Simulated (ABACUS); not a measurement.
C:

```
C
1.0
     1.23319    0.71198    8.28262
    -1.23319    0.71198    8.28262
     0.00000   -1.42396    8.28262
C
4
Cartesian
  0.0000 0.0000 2.1661
  0.0000 0.0000 18.7315
  0.0000 0.0000 6.1163
  0.0000 0.0000 22.6818
```

This isn't the form of C at room conditions, which is graphite.

| Quantity | Value |
| --- | --- |
| Program | ABACUS 3.10.1 |
| Task | single point |
| Functional | PBE |
| Potentials or basis | PseudoDojo NC SR 0.4.1 PBE standard |
| Cutoff | 1361 eV |
| Density cutoff | 5442 eV |
| Basis | DZP LCAO (the cutoffs set its grid) |
| k mesh | 12 × 12 × 12 |
| Occupations | fermi-dirac, width 0.05 eV |
| Spin | no spin polarisation |

On this cell: pressure 3.0 GPa; largest force 0.004 eV/Å; band gap on the k mesh 0.18 eV, direct.

The same run follows on a disturbed copy (atoms moved at random, drawn with an rms of 0.05 Å):

```
CELL_PARAMETERS angstrom
1.23319 0.71198 8.28262
-1.23319 0.71198 8.28262
0.00000 -1.42396 8.28262
ATOMIC_POSITIONS crystal
C 0.09500 0.08402 0.07957
C 0.74862 0.76508 0.74626
C 0.22522 0.24247 0.26878
C 0.91076 0.92869 0.90070
```

Question: What changes?

Answer: The energy moves by +53.0 meV/atom; pressure 4.4 GPa; largest force 4.808 eV/Å; band gap on the k mesh 0.41 eV, indirect (least direct gap 0.43 eV).

Forces on the atoms (eV/Å):
```
C   -1.819 -0.010  0.166
C    1.819  0.010 -0.179
C   -0.044  4.786  0.464
C    0.044 -4.786 -0.451
```

Stress tensor (GPa, compression positive):
```
 3.02  1.46  0.08
 1.46 11.83 -0.53
 0.08 -0.53 -1.73
```

Caveats: the atomic orbitals were generated for these runs and aren't a published set; the basis of atomic orbitals isn't converged, which shifts pressures, moduli and gaps.

A k mesh can miss the band edges.
